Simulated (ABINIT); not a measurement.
The system is BaS.

```
Ba S
1.0
     0.00000    3.19375    3.19375
     3.19375    0.00000    3.19375
     3.19375    3.19375    0.00000
Ba S
1 1
Direct
  0.00000 0.00000 0.00000
  0.50000 0.50000 0.50000
```

Program: ABINIT 10.8.3 (patched build). Alike in all runs: task band structure; no spin polarisation; cell as given; k mesh 7 × 7 × 7; smearing fermi-dirac 0.05 eV.

Order these runs on this cell by their band gap on the k mesh, lowest first.
A. level rPW86PBE; potentials or basis JTH PAW PBE v2.0; cutoff (eV) 544; fine-grid cutoff 1088.46 eV
B. level LDA; potentials or basis PseudoDojo NC SR LDA v0.4.1 standard; cutoff (eV) 735
C. level RPBE; potentials or basis JTH PAW PBE v2.0; cutoff (eV) 544; fine-grid cutoff 1088.46 eV

B (2.01 eV), A (2.17 eV), C (2.33 eV).

Caveats: spin-orbit coupling is left out, which moves the levels of the heavy elements; this set's barium file shifts pressures by 1.5 GPa and gaps by 0.1 eV against other sets (some runs); this release of the barium file is off (some runs).

A k mesh can miss the band edges.
